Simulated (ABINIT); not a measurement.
A calculation with ABINIT 10.8.3 (patched build) of EuO (ASE script, structure typed inline):

File run.py:

```python
import json, os
import numpy as np
from ase.units import GPa
from ase.calculators.abinit import Abinit, AbinitProfile
from ase import Atoms

atoms = Atoms(['Eu', 'O'],
              cell=[[0.0, 2.57195, 2.57195], [2.57195, 0.0, 2.57195], [2.57195, 2.57195, 0.0]],
              scaled_positions=[[0.0, 0.0, 0.0], [0.5, 0.5, 0.5]],
              pbc=True)
atoms.set_initial_magnetic_moments([7.0, 0.0])

profile = AbinitProfile(command='abinit', pp_paths=[os.path.abspath('pseudos')])
params = dict(
    pps='pawxml', xc='PBE',
    ecut=625.8619,
    pawecutdg=1224.5124,
    kptopt=1,
    ngkpt=[9, 9, 9],
    nshiftk=1,
    shiftk=[0.0, 0.0, 0.0],
    ixc=11,
    nband=21,
    occopt=3,
    tsmear=0.05,
    nstep=100,
    tolvrs=1e-09,
    prtwf=0,
    prtden=0,
)

atoms.calc = Abinit(profile=profile, directory='run', **params)
energy = atoms.get_potential_energy()
forces = atoms.get_forces()
stress = atoms.get_stress()
print(f'energy {energy:.6f} eV')
print('forces (eV/A)')
print(np.round(forces, 5))
print('stress (GPa, Voigt, tension positive)', np.round(stress / GPa, 4))
json.dump(dict(energy=energy, forces=forces.tolist(), stress=stress.tolist(), cell=atoms.cell.tolist(), frac=atoms.get_scaled_positions(wrap=False).tolist()), open('results.json', 'w'))
```

Potentials or basis: JTH PAW PBE v2.0.

Launch:

```bash
$ python run.py
```

Question: Write the same calculation in another form: native input, structure typed inline.

Answer: As run:

File run.abi:

```
# Pseudopotentials
pp_dirpath "./"
pseudos "Eu.GGA_PBE-JTH.xml, O.GGA_PBE-JTH.xml"

# Structure
acell 3.6372865717 3.6372865717 3.6372865717 Angstrom
rprim
     0.0000000000     0.7071067812     0.7071067812
     0.7071067812     0.0000000000     0.7071067812
     0.7071067812     0.7071067812     0.0000000000
ntypat 2
znucl 63 8
natom 2
typat 1 2
xred
     0.0000000000     0.0000000000     0.0000000000
     0.5000000000     0.5000000000     0.5000000000

# Plane-wave basis
ecut 23.0
pawecutdg 45.0

# k points
kptopt 1
ngkpt 9 9 9
nshiftk 1
shiftk 0.0 0.0 0.0

# Exchange and correlation
ixc 11

# Bands and occupations
nband 21
occopt 3
tsmear 0.05 eV

# Spin
nsppol 2
spinat
     0.0000000000     0.0000000000     7.0000000000
     0.0000000000     0.0000000000     0.0000000000

# SCF cycle
nstep 100
tolvrs 1.0e-9

# Output
iomode 3
prtwf 0
prteig 0
prtebands 0
enunit 2
prtden 1
prtvha 1
prtvclmb 1
prtpot 1
```

Potentials or basis: JTH PAW PBE v2.0.

Launch:

```sh
$ abinit run.abi > log 2>&1
```

Both were run:

|  | ASE script, structure typed inline | native input, structure typed inline |
| --- | --- | --- |
| Pressure | -13.7 GPa | -4.2 GPa |
| Band gap on the k mesh | none (metal or under the smearing width) | none (metal or under the smearing width) |
| Net moment | 0.22 μB per cell | -6.95 μB per cell |
| Site moments | Eu +0.24; O +0.00 μB | Eu -6.69; O +0.09 μB |
| Valence electrons inside the program's atomic spheres | Eu 14.55; O 4.47 | Eu 14.61; O 4.49 |

The two forms don't agree: their energies differ by 3284 meV/atom, so a default or the state reached differs between them.

Caveat: spin-orbit coupling is left out, which moves the levels of the heavy elements; a cell with one magnetic atom can't hold antiferromagnetic order, which such compounds often take; without U or exact exchange the open f shell lies at the Fermi level, which spoils levels, moments and volumes.
